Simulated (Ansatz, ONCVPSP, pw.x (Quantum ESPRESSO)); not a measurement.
pw.x on fcc Ge: one setting changed

Potential: optimised norm-conserving Vanderbilt (ONCV), ONCVPSP 4.0.1.1 (patched build), PBE; core [Ar] 3d10, reference 4s2 4p2; waves: 4s: rc 1.70 bohr, ncon 3, nbas 6, qcut 3.8 1/bohr, local; 4p: rc 2.35 bohr, ncon 5, nbas 8, qcut 3 1/bohr, 2 projectors, debl 1.6 Ha; d scattering state at 0.06 Ha: rc 1.95 bohr, ncon 4, nbas 9, qcut 5.4 1/bohr, 2 projectors, debl 1.9 Ha; local part: the s channel; core correction: Teter function, fcfact 2.25, rcfact 1.5.

The reference run (k-mesh 13³, cutoffs 70/280 Ry, Fermi–Dirac 0.01 Ry, mixing_beta 0.4, conv_thr 1e-9, no spin) gives -0.89 GPa at 19.575 Å³/atom, where all-electron LAPW gives 0.01 GPa. This run, with its own iteration cap, changes diagonalization to paro.

```
&control
  calculation='scf', prefix='x', pseudo_dir='./', outdir='./tmp', tstress=.true., disk_io='none'
/
&system
  ibrav=0, nat=1, ntyp=1, ecutwfc=70, ecutrho=280, nbnd=9,
  occupations='smearing', smearing='fd', degauss=0.01
/
&electrons
  conv_thr=1e-09, mixing_beta=0.4, electron_maxstep=50, diagonalization='paro'
/
ATOMIC_SPECIES
Ge 1.0 Ge.UPF
CELL_PARAMETERS angstrom
  0.00000000 2.13906472 2.13906472
  2.13906472 0.00000000 2.13906472
  2.13906472 2.13906472 0.00000000
ATOMIC_POSITIONS crystal
Ge 0.0000 0.0000 0.0000
K_POINTS automatic
13 13 13 0 0 0
```

```bash
pw.x < Ge.scf.in > Ge.scf.out
```

Question: How does the run end?

Answer: It converges in 6 iterations; the free energy moves by +0.0 meV/atom and the pressure by +0.00 GPa. The result is that of the reference run.

```
Message from routine setup:
     using ibrav=0 with symmetry is DISCOURAGED, use correct ibrav instead
     lattice parameter (alat)  =       5.7166  a.u.
     unit-cell volume          =     132.0986 (a.u.)^3
     number of electrons       =         4.00
     number of Kohn-Sham states=            9
     kinetic-energy cutoff     =      70.0000  Ry
     charge density cutoff     =     280.0000  Ry
     scf convergence threshold =      1.0E-09
     Exchange-correlation= PBE
     number of k points=    84  Fermi-Dirac smearing, width (Ry)=  0.0100
     iteration #  1     ecut=    70.00 Ry     beta= 0.40
     total energy              =      -8.77080423 Ry
     estimated scf accuracy    <       0.00176600 Ry
     iteration #  2     ecut=    70.00 Ry     beta= 0.40
     total energy              =      -8.77066160 Ry
     estimated scf accuracy    <       0.00053310 Ry
     iteration #  3     ecut=    70.00 Ry     beta= 0.40
     total energy              =      -8.77069271 Ry
     estimated scf accuracy    <       0.00000278 Ry
     iteration #  4     ecut=    70.00 Ry     beta= 0.40
     total energy              =      -8.77069305 Ry
     estimated scf accuracy    <       0.00000012 Ry
     iteration #  5     ecut=    70.00 Ry     beta= 0.40
     total energy              =      -8.77069306 Ry
     estimated scf accuracy    <          3.5E-09 Ry
     iteration #  6     ecut=    70.00 Ry     beta= 0.40
     the Fermi energy is     7.4669 ev
!    total energy              =      -8.77069306 Ry
     estimated scf accuracy    <          3.8E-12 Ry
     smearing contrib. (-TS)   =      -0.00214020 Ry
     The total energy is F=E-TS. E is the sum of the following terms:
     one-electron contribution =       3.62163454 Ry
     hartree contribution      =       0.09283258 Ry
     xc contribution           =      -3.40913080 Ry
     ewald contribution        =      -9.07388917 Ry
     convergence has been achieved in   6 iterations
          total   stress  (Ry/bohr**3)                   (kbar)     P=       -8.93
     Message from routine punch:
     Nothing written, as per user request (disk_io='none')
```

The run took about 29 s on one core of a shared host (Neoverse-N1, 64 threads, 124 GiB, load 52).
